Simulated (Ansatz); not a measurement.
**CaSe: excitons and shallow donors from band masses and screening**

These are results of DFT PBE, scalar-relativistic, plane waves, PAW (Ansatz), not measurements.

Plane waves to 420 eV, a k mesh through Γ of 8×8×8 on the computed 2-atom cell and Gaussian smearing (0.02 eV); no spin polarisation.

Relaxed cell: Fm-3m, a = 5.959 Å, b = 5.959 Å, c = 5.959 Å, α = 90.00°, β = 90.00°, γ = 90.00°, 2 atoms in the primitive cell.

The calculation gives a Kohn–Sham gap of 2.08 eV, an electron mass of 0.398 mₑ and a hole mass of 0.398 mₑ (harmonic means over x, y, z and over the bands degenerate at each edge), and ε∞ = 6.08 (independent particles, mean of the diagonal). The masses depend on direction at the band edges, which the isotropic model averages.

Problem. Estimate the binding energy and radius of a Wannier–Mott exciton and of a shallow donor, and say whether the hydrogenic model can hold.

Solution. The reduced mass is μ = mₙmₕ/(mₙ + mₕ) = 0.199 mₑ, with mₙ and mₕ the band masses. With E_b = 13.606 eV × μ/ε² and a = 0.529 Å × ε/μ (μ in mₑ) the exciton has E_b = 73 meV and a = 16.2 Å. For a donor μ is the electron mass: 146 meV and 8.1 Å. The exciton's radius is 4 times the shortest lattice vector (4.21 Å), so the continuum picture is reasonable. In a polar crystal the ions screen too, so a state bound more weakly than an optical phonon feels the larger static constant, which lowers the energy and widens the orbit. The other way, the small Kohn–Sham gap and the missing local fields make ε∞ too large and the masses tend to be too light, which underbinds. The edges lie at different points of the zone, so the exciton is indirect.

Cost: 4 runs of about 0.54 core-minutes in all, on Arm Neoverse V2 (shared hosts).